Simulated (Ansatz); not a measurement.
**How far is this SnSe from the hull?**

Level of theory: DFT PBE, scalar-relativistic, plane waves, PAW in Ansatz. All cells share a 420 eV cutoff and Γ-centred k meshes spaced at most about 0.3 Å⁻¹ (2π included). No spin polarisation.

Energies over the elements count from the elements' standard structures at the same level, with no fitted energy shifts. The references include grey tin.

All energies are static (0 K, no zero-point motion). No dispersion correction is applied, so the spacing and binding between layers, chains or molecules are poorly described (P1, Pnma), and this can change margins and order among such cells. The reference form of Se is held partly by dispersion forces, which this level lacks.

The competitors are the elements and 2 reference phases of this chemical system (from databases or known types: SnSe, SnSe2), relaxed at the same level; other known phases may be missing.

The candidate was reached from: a relaxed cell, shaken at random and relaxed again.

Space group P1 (No. 1). a = 6.163 Å, b = 7.139 Å, c = 7.154 Å, α = 79.79°, β = 64.73°, γ = 64.71°
| atom | site | symmetry | x | y | z |
| --- | --- | --- | --- | --- | --- |
| Sn | 1a | 1 | 0.3135 | 0.7744 | 0.6343 |
| Sn | 1a | 1 | 0.7189 | 0.2255 | 0.3657 |
| Sn | 1a | 1 | 0.0850 | 0.6338 | 0.2276 |
| Sn | 1a | 1 | 0.9468 | 0.3662 | 0.7723 |
| Se | 1a | 1 | 0.5522 | 0.6326 | 0.2303 |
| Se | 1a | 1 | 0.4158 | 0.3674 | 0.7697 |
| Se | 1a | 1 | 0.7827 | 0.7708 | 0.6355 |
| Se | 1a | 1 | 0.1850 | 0.2292 | 0.3645 |

**Question.** Where does it stand against these competitors?

**Answer.** Not the lowest form: another structure of the same formula lies lower. Its formation energy is -0.391 eV/atom. The lowest competing phase at this composition is this:

| phase | space group | source | share of atoms | ΔE_f (eV/atom) |
| --- | --- | --- | --- | --- |
| SnSe | Pnma (No. 62) | Materials Project | 1.0000 | -0.438 |

The candidate lies 47 meV/atom above this phase (48 meV/atom from unrounded values). The candidate matches no cell in the subsets of the Crystallography Open Database and the Materials Project at hand. That margin is within the range where metastable phases are often made. Checks: no imaginary mode at Γ (other wave vectors untested).
